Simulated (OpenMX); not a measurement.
In2O3 under changes of volume

One of the cells (12.611 Å³/atom); the others are scaled copies at fixed shape and fractional positions:

```
In O
1.0
     2.74350    1.58396    4.83667
    -2.74350    1.58396    4.83667
     0.00000   -3.16792    4.83667
In O
4 6
Direct
  0.85731 0.85731 0.85731
  0.64269 0.64269 0.64269
  0.14269 0.14269 0.14269
  0.35731 0.35731 0.35731
  0.04800 0.75000 0.45200
  0.75000 0.45200 0.04800
  0.45200 0.04800 0.75000
  0.95200 0.25000 0.54800
  0.25000 0.54800 0.95200
  0.54800 0.95200 0.25000
```

| Property | Result |
| --- | --- |
| Program | OpenMX 3.8.5 |
| Functional | LDA |
| Potentials or basis | OpenMX 2013 LDA set, In7.0-s3p2d2, O6.0-s2p2d1, fixed grid of 60 × 60 × 60 points |
| k mesh | 7 × 7 × 7 |
| Occupations | fermi-dirac, width 0.05 eV |
| Spin | no spin polarisation |

```csv
volume (Å³/atom),energy over the lowest point (meV/atom),gap on the mesh (eV),largest force (eV/Å)
11.854,36.28,1.76,0.237
12.106,17.10,1.59,0.231
12.359,5.27,1.43,0.222
12.611,0.00,1.28,0.214
12.863,?,?,?
13.115,6.40,0.98,0.203
13.368,16.90,0.84,0.196
```

Problem. What does the run at 12.863 Å³/atom give?

Solution. Energy over the lowest point 0.57 meV/atom; gap on the mesh 1.12 eV; largest force 0.210 eV/Å.

Worked out: A Birch-Murnaghan fit of order 3 (a polynomial in V^(-2/3)) to the other rows has its minimum at 12.71 Å³/atom with B0 = V·E''(V) = 179 GPa and B' = 4.7 at fixed shape and positions, which overstates the stiffness. It gives 0.60 meV/atom at 12.863 Å³/atom, against the run's 0.57. A straight line through the other rows of the gap, of slope -7.64 eV per unit of ln V, gives 1.13 eV, against the run's 1.12.

Energies are extrapolated to zero smearing.

Caveats: the basis has few d functions beyond the semicore shells, which can make volumes several per cent too large; spin-orbit coupling is left out, which moves the levels of the heavy elements; the basis of atomic orbitals isn't converged, which shifts pressures, moduli and gaps; an odd mesh through Γ misses points on the zone boundary, where band edges often lie (some runs).
